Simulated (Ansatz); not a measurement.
SiC (wurtzite) by several functionals

All numbers come from Ansatz 0.2.0. No spin polarisation and no zero-point or thermal motion.

SiC (wurtzite), relaxed with r2SCAN. It is hexagonal, P6_3mc (No. 186); conventional cell a = 3.075 Å, c = 5.048 Å, 10.34 Å³ an atom. Si has 4 C at 1.88–1.90 Å; C has 4 Si at 1.88–1.90 Å.

Relaxed lattice by functional, symmetry kept:
```json
{"functional": "PBE", "k mesh": "12×12×6", "a (Å)": "3.092", "c (Å)": "5.074", "volume (Å³/atom)": "10.50"}
{"functional": "r2SCAN", "k mesh": "12×12×4", "a (Å)": "3.075", "c (Å)": "5.048", "volume (Å³/atom)": "10.34"}
```

On this one geometry the levels give:

| level | k mesh | gap (eV) | kind | edges | least direct gap (eV) | rough cost |
| --- | --- | --- | --- | --- | --- | --- |
| PBE | 12×12×6 | 2.28 | indirect | Γ → K | 3.98 | 8 core-seconds |
| r2SCAN | 12×12×6 | 2.65 | indirect | Γ → K | 4.48 | 12 core-seconds |
| HSE06 | 6×6×4 | 3.16 | indirect | Γ → K | 5.06 | 70 core-seconds |
| PBE0 | 6×6×4 | 3.88 | indirect | Γ → K | 5.80 | 70 core-seconds |
| G0W0@PBE (123 empty bands, 120 eV, 6×6×4) | 6×6×4 | 2.99 | – | Γ → K (mesh) | – | 100 core-seconds |

PBE: smearing of 0.02 eV; the others have fixed occupations.
Wave cutoffs: 420 eV, 500 eV (r2SCAN).
The G0W0 gap is PBE's gap over the path plus the quasiparticle shift read on the mesh. The G0W0 figures hold for the stated bands, cutoff and mesh and aren't extrapolated.
Costs come from shared machines and give only the order; PBE's includes the band path. The runs had 2 threads of Arm Neoverse V1, with other jobs on the host.

With HSE06 the valence top lies at Γ and the conduction bottom at K, 3.16 eV higher; the smallest vertical gap, at M, is 5.06 eV. With r2SCAN, at Γ the top three valence levels group as 2+1 from the top, spread over 112 meV.

Set against the finite-basis gap of 2.99 eV from G0W0@PBE (123 empty bands, 120 eV, 6×6×4), the closest functional is HSE06, which differs by +0.17 eV, at about 6 times r2SCAN's rough cost; G0W0 itself took about 9 times r2SCAN's rough cost. The others: r2SCAN -0.34, PBE -0.71, PBE0 +0.89 eV. The yardstick's own error is a tenth of an eV or more. r2SCAN covers 42 % of the step from PBE to HSE06, while HSE06 needs about 6 times r2SCAN's rough cost (on a coarser mesh). Among these functionals the gap stays indirect.

r2SCAN (ground state on 9×9×4): The clamped-ion dielectric constant comes out as 6.47 along x and y, 6.81 along z. Born charges, averaged over directions: Si +2.75, C -2.75 e.

The splittings at Γ are without spin-orbit coupling, which regroups them where it is of like size.
